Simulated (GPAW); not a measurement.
# CdSe (Cadmoselite) (P6_3mc) in GPAW: notebook

The runs below take CdSe (Cadmoselite) through relaxation of cell and atoms, single point, with r2SCAN, PBE.

All numbers are computed with GPAW 26.7.0; they aren't measurements. Logs are shortened: lines on timing, memory, paths and dates and some standing lists are left out, and cuts for length are marked. The log counts tension as positive stress, the text compression.

## Step 1: Starting point

Symmetry: P6_3mc, No. 186, hexagonal system. Conventional cell: a = 4.300 Å, b = 4.300 Å, c = 7.020 Å, α = 90.00°, β = 90.00°, γ = 120.00°. Around Cd (site symmetry 3m) lie 4 Se at 2.61 to 2.70 Å. Se (site symmetry 3m) has 4 Cd at 2.61 to 2.70 Å as nearest neighbours.

## Step 2: Relaxation of cell and atoms, r2SCAN

File run.py:

```python
from ase.filters import FrechetCellFilter
from ase.io import read, write
from ase.optimize import BFGS
from gpaw import GPAW, PW

atoms = read('CdSe.cif')

calc = GPAW(mode=PW(600),
            xc='MGGA_X_R2SCAN+MGGA_C_R2SCAN',
            kpts={'size': (5, 5, 3), 'gamma': True},
            occupations={'name': 'fermi-dirac', 'width': 0.05},
            nbands=31,
            convergence={'density': 1e-06, 'energy': 1e-06, 'eigenstates': 1e-10},
            maxiter=150,
            txt='gpaw.txt')
atoms.calc = calc
opt = BFGS(FrechetCellFilter(atoms), trajectory='relax.traj', logfile='-')
done = opt.run(fmax=0.02, steps=60)
calc.write('gs.gpw')
write('result.traj', atoms)
print('Converged:', done)
print('Cell:', atoms.cell.cellpar().round(4))
print('Volume:', round(atoms.get_volume(), 4))
print(atoms.get_scaled_positions().round(5))
```

File CdSe.cif:

```cif
data_CdSe
_cell_length_a 4.30000000
_cell_length_b 4.30000000
_cell_length_c 7.02000000
_cell_angle_alpha 90.00000000
_cell_angle_beta 90.00000000
_cell_angle_gamma 120.00000000
_space_group_name_H-M_alt 'P1'
_space_group_name_Hall 'P 1'
_space_group_IT_number 1
loop_
_space_group_symop_operation_xyz
'x,y,z'
loop_
_atom_site_label
_atom_site_type_symbol
_atom_site_symmetry_multiplicity
_atom_site_Wyckoff_symbol
_atom_site_fract_x
_atom_site_fract_y
_atom_site_fract_z
_atom_site_occupancy
Cd1 Cd 1 a 0.6666666667 0.3333333333 0.5000000000 1
Cd2 Cd 1 a 0.3333333333 0.6666666667 0.0000000000 1
Se1 Se 1 a 0.6666666667 0.3333333333 0.8850000000 1
Se2 Se 1 a 0.3333333333 0.6666666667 0.3850000000 1
```

Potentials or basis: GPAW PAW data sets (gpaw-data 1.2.1), pw.

The run is started by

```
$ OMP_NUM_THREADS=1 python run.py
```

gpaw.txt:

```text
__  _  _
 | _ |_)|_||  |
 |__||  | ||/\| - 26.7.0

Input parameters:
  mode=PW(ecut=600.0),
  convergence={'density': 1e-06, 'energy': 1e-06, 'eigenstates': 1e-10},
  kpts=MonkhorstPack(size=(5, 5, 3), gamma=True),
  maxiter=150,
  nbands=31,
  occupations=Occupations(name='fermi-dirac', width=0.05),
  xc=XC(name='MGGA_X_R2SCAN+MGGA_C_R2SCAN')

Diagonalizing LCAO Hamiltonian
Converting LCAO to pw mode

            Se

        Se  Cd

        Cd

Atoms  # Å, Bohr magnetons
|   | symbol |         x |        y |        z |    initial magnetic moments |
|---|--------|-----------|----------|----------|-----------------------------|
| 0 |     Cd |  2.150000 | 1.241303 | 3.510000 | ( 0.0000,  0.0000,  0.0000) |
| 1 |     Cd | -0.000000 | 2.482606 | 0.000000 | ( 0.0000,  0.0000,  0.0000) |
| 2 |     Se |  2.150000 | 1.241303 | 6.212700 | ( 0.0000,  0.0000,  0.0000) |
| 3 |     Se | -0.000000 | 2.482606 | 2.702700 | ( 0.0000,  0.0000,  0.0000) |

Unit cell  # Å
| periodic |         x |        y |        z |  lengths |     angles |
|----------|-----------|----------|----------|----------|------------|
|      yes |  4.300000 | 0.000000 | 0.000000 | 4.300000 |  90.000000 |
|      yes | -2.150000 | 3.723909 | 0.000000 | 4.300000 |  90.000000 |
|      yes |  0.000000 | 0.000000 | 7.020000 | 7.020000 | 120.000000 |

Number of symmetries: 6
Symmetry operations  # r_c * U_cc + t_c -> r_c
|   | kind |            matrix            |
|---|------|------------------------------|
| 0 |  σ   |  1, 1, 0,  0,-1, 0,  0, 0, 1 |
| 1 |  E   |  1, 0, 0,  0, 1, 0,  0, 0, 1 |
| 2 |  C3  |  0, 1, 0, -1,-1, 0,  0, 0, 1 |
| 3 |  σ   |  0,-1, 0, -1, 0, 0,  0, 0, 1 |
| 4 |  σ   | -1, 0, 0,  1, 1, 0,  0, 0, 1 |
| 5 |  C3  | -1,-1, 0,  1, 0, 0,  0, 0, 1 |

BZ-sampling:
  Number of BZ points: 75
  Number of IBZ points: 12

  Monkhorst-Pack size: [5, 5, 3]
  Monkhorst-Pack shift: [0, 0, 0]

K-points  # in reciprocal-cell coordinates
|     |                                coordinates |     weight |
|-----|--------------------------------------------|------------|
|   0 | (  0.00000000,   0.00000000,   0.00000000) | 0.01333333 |
|   1 | (  0.00000000,   0.00000000,   0.33333333) | 0.02666667 |
|   2 | (  0.20000000,   0.00000000,  -0.33333333) | 0.08000000 |
|   3 | (  0.20000000,   0.00000000,   0.00000000) | 0.08000000 |
|   4 | (  0.20000000,   0.00000000,   0.33333333) | 0.08000000 |
|   5 | (  0.40000000,  -0.20000000,   0.00000000) | 0.08000000 |
|   6 | (  0.40000000,  -0.20000000,   0.33333333) | 0.16000000 |
|   7 | (  0.40000000,   0.00000000,  -0.33333333) | 0.08000000 |
|   8 | (  0.40000000,   0.00000000,   0.00000000) | 0.08000000 |
|   9 | (  0.40000000,   0.00000000,   0.33333333) | 0.08000000 |
| ... |                                            |            |
|  11 | (  0.40000000,   0.40000000,   0.33333333) | 0.16000000 |

Plane wave coefficients: 3791
Cutoff: 600.0 eV

Spin-components: 1 (collinear spins)
Bands:           31
Projectors:      22
Spin-degeneracy: 2
Datatype:        complex128
[... 878 lines left out ...]
Fermi level: 3.709
Eigenvalues  # (at kpt = [0.000, 0.000, 0.000])
| band index |      eig [eV] | occ [0-2] |
|------------|---------------|-----------|
|          0 |        -9.776 |     2.000 |
|        ... |               |           |
|         10 |        -4.515 |     2.000 |
|         11 |        -4.244 |     2.000 |
|         12 |        -1.165 |     2.000 |
|         13 |         2.365 |     2.000 |
|         14 |         2.365 |     2.000 |
|         15 |         3.111 |     2.000 |
[... 8 lines left out ...]
|         24 |        10.660 |     0.000 |
|         25 |        11.228 |     0.000 |
|        ... |               |           |
|         30 |        14.580 |     0.000 |

Gap: 1.106 eV
Transition (v -> c):
  (s=0, k=0, n=17, [0.00, 0.00, 0.00]) -> (s=0, k=0, n=18, [0.00, 0.00, 0.00])
No difference between direct/indirect transitions

Stress tensor  # eV/Ang^3
|         x |         y |         z |
|-----------|-----------|-----------|
| -0.000674 |  0.000000 |  0.000000 |
|  0.000000 | -0.000674 | -0.000000 |
|  0.000000 | -0.000000 | -0.003218 |

Forces  # eV/Ang
|       x |       y |        z |
|---------|---------|----------|
| 0.00000 | 0.00000 | -0.01602 |  # Cd   0
| 0.00000 | 0.00000 | -0.01602 |  # Cd   1
| 0.00000 | 0.00000 |  0.01351 |  # Se   2
| 0.00000 | 0.00000 |  0.01352 |  # Se   3

Interpolating wave functions to new cell

            Se

        Se  Cd

        Cd

Atoms  # Å, Bohr magnetons
|   | symbol |         x |        y |        z |    initial magnetic moments |
|---|--------|-----------|----------|----------|-----------------------------|
| 0 |     Cd |  2.172977 | 1.254569 | 3.551298 | ( 0.0000,  0.0000,  0.0000) |
| 1 |     Cd | -0.000000 | 2.509137 | 0.026865 | ( 0.0000,  0.0000,  0.0000) |
| 2 |     Se |  2.172977 | 1.254569 | 6.210784 | ( 0.0000,  0.0000,  0.0000) |
| 3 |     Se | -0.000000 | 2.509137 | 2.686353 | ( 0.0000,  0.0000,  0.0000) |

Unit cell  # Å
| periodic |         x |         y |         z |  lengths |     angles |
|----------|-----------|-----------|-----------|----------|------------|
|      yes |  4.345953 |  0.000000 | -0.000000 | 4.345953 |  90.000000 |
|      yes | -2.172977 |  3.763706 | -0.000000 | 4.345953 |  90.000000 |
|      yes | -0.000000 | -0.000000 |  7.048865 | 7.048865 | 120.000000 |

Number of symmetries: 6
Symmetry operations  # r_c * U_cc + t_c -> r_c
|   | kind |            matrix            |
|---|------|------------------------------|
| 0 |  σ   |  1, 1, 0,  0,-1, 0,  0, 0, 1 |
| 1 |  E   |  1, 0, 0,  0, 1, 0,  0, 0, 1 |
| 2 |  C3  |  0, 1, 0, -1,-1, 0,  0, 0, 1 |
| 3 |  σ   |  0,-1, 0, -1, 0, 0,  0, 0, 1 |
| 4 |  σ   | -1, 0, 0,  1, 1, 0,  0, 0, 1 |
| 5 |  C3  | -1,-1, 0,  1, 0, 0,  0, 0, 1 |

BZ-sampling:
  Number of BZ points: 75
  Number of IBZ points: 12

  Monkhorst-Pack size: [5, 5, 3]
  Monkhorst-Pack shift: [0, 0, 0]
[... 163 lines left out ...]
Fermi level: 3.651
Eigenvalues  # (at kpt = [0.000, 0.000, 0.000])
| band index |      eig [eV] | occ [0-2] |
|------------|---------------|-----------|
|          0 |        -9.800 |     2.000 |
|        ... |               |           |
|         10 |        -4.557 |     2.000 |
|         11 |        -4.292 |     2.000 |
|         12 |        -1.182 |     2.000 |
|         13 |         2.329 |     2.000 |
|         14 |         2.329 |     2.000 |
|         15 |         3.057 |     2.000 |
[... 8 lines left out ...]
|         24 |        10.604 |     0.000 |
|         25 |        11.143 |     0.000 |
|        ... |               |           |
|         30 |        14.527 |     0.000 |

Gap: 1.092 eV
Transition (v -> c):
  (s=0, k=0, n=17, [0.00, 0.00, 0.00]) -> (s=0, k=0, n=18, [0.00, 0.00, 0.00])
No difference between direct/indirect transitions

Stress tensor  # eV/Ang^3
|        x |        y |         z |
|----------|----------|-----------|
| 0.000445 | 0.000000 |  0.000000 |
| 0.000000 | 0.000445 |  0.000000 |
| 0.000000 | 0.000000 | -0.000507 |

Forces  # eV/Ang
|        x |        y |        z |
|----------|----------|----------|
|  0.00000 |  0.00000 |  0.00814 |  # Cd   0
|  0.00000 | -0.00000 |  0.00816 |  # Cd   1
|  0.00000 | -0.00000 | -0.01076 |  # Se   2
| -0.00000 |  0.00000 | -0.01079 |  # Se   3

# Writing to gs.gpw (mode='')
```

It took 7.6 min on 1 thread of Arm Neoverse V2, shared host; peak memory 0.74 GiB.

What came out:

```yaml
Free_energy: -58.0128 eV
Relaxed_volume: 28.82 Å³/atom
Relaxed_cell: a = 4.346 Å, b = 4.346 Å, c = 7.049 Å, α = 90.00°, β = 90.00°, γ = 120.00°
Space_group_after_relaxing_to_0.05_Å: P6_3mc (No. 186)
Energy_gained_by_relaxing: 8.0 meV/atom
Ionic_steps: 5
Pressure_after_relaxing: 0.0 GPa
Largest_force_after_relaxing: 0.011 eV/Å
Band_gap_on_the_k_mesh: 1.09 eV, direct
```

Forces on the atoms (eV/Å):
```
Cd   0.000  0.000  0.008
Cd   0.000  0.000  0.008
Se   0.000  0.000 -0.011
Se   0.000  0.000 -0.011
```

The path:
```tsv
step	energy change (eV)	largest force (eV/Å)	pressure (GPa)	volume (Å³)
1	0.0000	0.2835	1.48	112.41
2	-0.0081	0.2429	1.29	112.72
3	-0.0310	0.0208	0.27	114.66
4	-0.0311	0.0160	0.24	114.72
5	-0.0319	0.0108	-0.02	115.30
```

Final structure:
```
Cd Se
1.0
     4.34595    0.00000    0.00000
    -2.17298    3.76371    0.00000
     0.00000    0.00000    7.04886
Cd Se
2 2
Direct
  0.66667 0.33333 0.50381
  0.33333 0.66667 0.00381
  0.66667 0.33333 0.88110
  0.33333 0.66667 0.38110
```

Caveat: later steps reuse the first step's grids; the PAW data sets were made with another functional, which shifts forces and pressure a little. Zero-point motion and thermal expansion aren't in these numbers.

## Step 3: Single point, PBE

File run.py:

```python
from ase.dft.bandgap import bandgap
from ase.io import read, write
from ase.units import GPa
from gpaw import GPAW, PW

atoms = read('CdSe.cif')

calc = GPAW(mode=PW(900),
            xc='PBE',
            kpts={'size': (5, 5, 3), 'gamma': True},
            occupations={'name': 'fermi-dirac', 'width': 0.05},
            nbands=31,
            convergence={'density': 1e-05, 'energy': 1e-05},
            maxiter=75,
            txt='gpaw.txt')
atoms.calc = calc
energy = atoms.get_potential_energy()
forces = atoms.get_forces()
stress = atoms.get_stress()
calc.write('gs.gpw')
write('result.traj', atoms)
print(f'Energy: {energy:.6f} eV')
print('Forces (eV/A):')
print(forces.round(4))
print('Stress (GPa):', (stress / GPa).round(3))
print('Fermi level:', round(calc.get_fermi_level(), 4), 'eV')
print(f'Gap: {bandgap(calc)[0]:.4f} eV, direct: {bandgap(calc, direct=True)[0]:.4f} eV')
```

CdSe.cif is that of step 2.

Potentials or basis: GPAW PAW data sets (gpaw-data 1.2.1), pw.

The run is started by

```
$ OMP_NUM_THREADS=1 python run.py
```

gpaw.txt:

```text
__  _  _
 | _ |_)|_||  |
 |__||  | ||/\| - 26.7.0

Input parameters:
  mode=PW(ecut=900.0000000000001),
  convergence={'density': 1e-05, 'energy': 1e-05},
  kpts=MonkhorstPack(size=(5, 5, 3), gamma=True),
  maxiter=75,
  nbands=31,
  occupations=Occupations(name='fermi-dirac', width=0.05),
  xc=XC(name='PBE')

Diagonalizing LCAO Hamiltonian
Converting LCAO to pw mode

            Se

        Se  Cd

        Cd

Atoms  # Å, Bohr magnetons
|   | symbol |         x |        y |        z |    initial magnetic moments |
|---|--------|-----------|----------|----------|-----------------------------|
| 0 |     Cd |  2.150000 | 1.241303 | 3.510000 | ( 0.0000,  0.0000,  0.0000) |
| 1 |     Cd | -0.000000 | 2.482606 | 0.000000 | ( 0.0000,  0.0000,  0.0000) |
| 2 |     Se |  2.150000 | 1.241303 | 6.212700 | ( 0.0000,  0.0000,  0.0000) |
| 3 |     Se | -0.000000 | 2.482606 | 2.702700 | ( 0.0000,  0.0000,  0.0000) |

Unit cell  # Å
| periodic |         x |        y |        z |  lengths |     angles |
[... 167 lines left out ...]
  Zero:              0.098542
  External:          0.000000
  Xc:              -15.557850
  Entropy:          -0.000036
  Spinorbit:         0.000000
  ----------------------------
  Free energy:     -11.301136
  Extrapolated:    -11.301118

dipole moment: (0.000002, 0.000012, -18.357898)  # |e|*Ang

Fermi level: 4.008
Eigenvalues  # (at kpt = [0.000, 0.000, 0.000])
| band index |      eig [eV] | occ [0-2] |
|------------|---------------|-----------|
|          0 |        -8.962 |     2.000 |
|        ... |               |           |
|         10 |        -3.835 |     2.000 |
|         11 |        -3.553 |     2.000 |
|         12 |        -0.617 |     2.000 |
|         13 |         2.911 |     2.000 |
|         14 |         2.911 |     2.000 |
|         15 |         3.621 |     1.999 |
[... 8 lines left out ...]
|         24 |        10.606 |     0.000 |
|         25 |        11.335 |     0.000 |
|        ... |               |           |
|         30 |        14.638 |     0.000 |

Gap: 0.693 eV
Transition (v -> c):
  (s=0, k=0, n=17, [0.00, 0.00, 0.00]) -> (s=0, k=0, n=18, [0.00, 0.00, 0.00])
No difference between direct/indirect transitions

Forces  # eV/Ang
|        x |        y |        z |
|----------|----------|----------|
| -0.00000 |  0.00000 |  0.28457 |  # Cd   0
|  0.00000 | -0.00000 |  0.28493 |  # Cd   1
| -0.00000 |  0.00000 | -0.28475 |  # Se   2
|  0.00000 |  0.00000 | -0.28471 |  # Se   3

Stress tensor  # eV/Ang^3
|         x |         y |         z |
|-----------|-----------|-----------|
| -0.021922 |  0.000000 | -0.000000 |
|  0.000000 | -0.021922 | -0.000000 |
| -0.000000 | -0.000000 | -0.009071 |

# Writing to gs.gpw (mode='')
```

It took 41 s on 1 thread of Arm Neoverse V2, shared host; peak memory 0.26 GiB.

What came out:

```
Free energy            : -11.3011 eV
Pressure               : 2.8 GPa
Largest force          : 0.285 eV/Å
Band gap on the k mesh : 0.69 eV, direct
```

Forces in eV/Å, atoms in the order of the input:
```
Cd   0.000  0.000  0.285
Cd   0.000  0.000  0.285
Se   0.000  0.000 -0.285
Se   0.000  0.000 -0.285
```

Stress tensor (GPa, compression positive):
```
3.51 0.00 0.00
0.00 3.51 0.00
0.00 0.00 1.45
```

As with any semilocal functional, this PBE gap is likely too small.
